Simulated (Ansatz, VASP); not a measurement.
# Rh: VASP beside Ansatz

Contents of POSCAR:

```
Rh
1.0
    2.7309790422      0.0000000000      0.0000000000
   -1.3654895211      2.3650972278      0.0000000000
    0.0000000000      0.0000000000      4.4284890000
Rh
2
Direct
    0.6666666700      0.3333333300      0.7500000000
    0.3333333300      0.6666666700      0.2500000000
```

INCAR.step1

```
  ALGO = Normal
  EDIFF = 1E-4
  ENCUT = 520
  GGA = PE
  ISMEAR = 0
  LASPH = T
  LCHARG = F
  LREAL = F
  LWAVE = T
  NBANDS = 22
  NELM = 100
  PREC = Accurate
  SIGMA = 0.1
```

The input INCAR.step2:

```
  ALGO = Normal
  EDIFF = 1E-7
  ENCUT = 520
  ISIF = 2
  ISMEAR = 0
  ISTART = 1
  LASPH = T
  LCHARG = F
  LMIXTAU = T
  LREAL = F
  LWAVE = F
  METAGGA = R2SCAN
  NBANDS = 22
  NELM = 100
  PREC = Accurate
  SIGMA = 0.1
```

File KPOINTS:

```
k-points
0
Gamma
  9 9 4
```

Input for Ansatz:

```yaml
crystal:
  lattice:
    - [2.7309790422, 0.0, 0.0]
    - [-1.3654895211, 2.3650972278, 0.0]
    - [0.0, 0.0, 4.428489]
  atoms:
    - { symbol: Rh, position: [0.66666667, 0.33333333, 0.75] }
    - { symbol: Rh, position: [0.33333333, 0.66666667, 0.25] }
basis:
  ecutwfc: 500
kpoints:
  mp_grid: { grid: [9, 9, 4] }
hamiltonian:
  xc: r2scan
scf:
  occupations: { method: gaussian, width: 0.1 }
  lower_state_search: "off"
output:
  forces: true
  stress: true
  eigenvalues: true
```

Alike in both runs: task single point; functional r2SCAN; k mesh 9 × 9 × 4; occupations gaussian, width 0.1 eV; no spin polarisation.

|  | VASP | Ansatz |
| --- | --- | --- |
| version | VASP 6.6.1 | Ansatz 0.2.0 |
| potentials or method | VASP PAW PBE potentials, release 64 (Rh_pv) | scalar-relativistic, plane waves, PAW |
| plane-wave cutoff (eV) | 520 | 500 |
| valence electrons in the cell | 30 | 34 |

Ansatz gave:

| Quantity | Value |
| --- | --- |
| gap on the k mesh at the Fermi level (eV) | none |
| pressure (GPa) | -10.1 |
| largest component of the traceless stress (GPa) | 0.88 |

**Question.** Which values does VASP return?

**Answer.** gap on the k mesh at the Fermi level (eV): none; pressure (GPa): -9.1; largest component of the traceless stress (GPa): 0.86.

A gap of «none» marks a metal or a gap that the smearing closes. With one functional, cell and mesh, what is left measures potentials, basis and numerics. The two sets of potentials don't hold the same shells in valence.

Caveats: the PAW data sets were made with another functional, which shifts forces and pressure a little (VASP).
